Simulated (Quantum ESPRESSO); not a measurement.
Crystal: InPd.

```
In Pd
1.0
     3.27188    0.00000    0.00000
     0.00000    3.27188    0.00000
     0.00000    0.00000    3.27188
In Pd
1 1
Direct
  0.00000 0.00000 0.00000
  0.50000 0.50000 0.50000
```

The cell comes from a database or a generator and needn't be the stable form of this composition.

```yaml
Program: Quantum ESPRESSO 7.5
Task: phonons and electron-phonon coupling
Functional: PBEsol
Potentials_or_basis: GBRV 1.5 PBEsol
Cutoff: 762 eV
Density_cutoff: 6095 eV
k_mesh: 6 × 6 × 6
Occupations: methfessel-paxton, width 0.272 eV
Spin: no spin polarisation
Mixing_beta: 0.5
Most_SCF_iterations: 120
SCF_threshold: 4e-10 Ry
q_mesh: 3 × 3 × 3
```

The cell and the atoms were relaxed first, to 17.09 Å³/atom (a = 3.245 Å, b = 3.245 Å, c = 3.245 Å, α = 90.00°, β = 90.00°, γ = 90.00°), and the response was taken there.

Levels for the coupling come from a 18 × 18 × 18 mesh; ten broadenings of the double delta from 0.07 to 0.68 eV; Tc from the McMillan formula in the Allen-Dynes form.

How strong is the electron-phonon coupling, and what superconducting temperature follows?

Over broadenings from 0.27 to 0.54 eV, λ lies between 0.62 and 0.65 and ω_log near 97 K, which gives Tc from 2.5 to 2.9 K at μ* = 0.10 and from 1.8 to 2.2 K at μ* = 0.13.

Electron-phonon coupling by broadening of the double delta (levels on a 18 × 18 × 18 mesh):
| broadening (eV) | λ | N(E_F) (states/eV a spin and cell) | ω_log (K) | Tc, μ* 0.10 (K) | Tc, μ* 0.13 (K) |
| --- | --- | --- | --- | --- | --- |
| 0.07 | 1.09 | 0.386 | 115 | 9.1 | 7.9 |
| 0.14 | 0.75 | 0.369 | 108 | 4.5 | 3.5 |
| 0.20 | 0.67 | 0.359 | 104 | 3.2 | 2.4 |
| 0.27 | 0.65 | 0.353 | 101 | 2.9 | 2.2 |
| 0.34 | 0.65 | 0.348 | 98 | 2.8 | 2.0 |
| 0.41 | 0.64 | 0.345 | 96 | 2.7 | 2.0 |
| 0.48 | 0.64 | 0.343 | 96 | 2.6 | 1.9 |
| 0.54 | 0.62 | 0.342 | 95 | 2.5 | 1.8 |
| 0.61 | 0.61 | 0.341 | 95 | 2.3 | 1.7 |
| 0.68 | 0.60 | 0.341 | 95 | 2.2 | 1.5 |

The same from a weighted sum over the computed q points, without interpolation:
```csv
broadening (eV),λ,ω_log (K),"Tc, μ* 0.10 (K)","Tc, μ* 0.13 (K)"
0.07,1.14,109,9.2,8.1
0.14,0.78,104,4.6,3.7
0.20,0.68,102,3.3,2.5
0.27,0.66,100,2.9,2.2
0.34,0.65,98,2.8,2.0
0.41,0.64,96,2.6,1.9
0.48,0.63,96,2.5,1.8
0.54,0.62,95,2.4,1.7
0.61,0.61,95,2.2,1.6
0.68,0.59,95,2.1,1.5
```

Eliashberg function at a broadening of 0.27 eV:
```csv
cm⁻¹,α²F
4,0.000
13,0.000
22,0.001
31,0.007
40,0.133
49,0.337
58,0.305
67,0.344
76,0.211
85,0.237
94,0.350
103,0.012
112,0.034
121,0.062
130,0.095
139,0.092
148,0.110
157,0.202
166,0.171
174,0.002
```

The smallest broadenings aren't converged on these meshes, and μ* is assumed, not computed; spin fluctuations are left out.

Caveat: the k mesh is coarse; the mesh is thin for the phonons of a metal; λ from interpolated matrix elements is rough: modes that symmetry makes equal can differ by tens of percent.
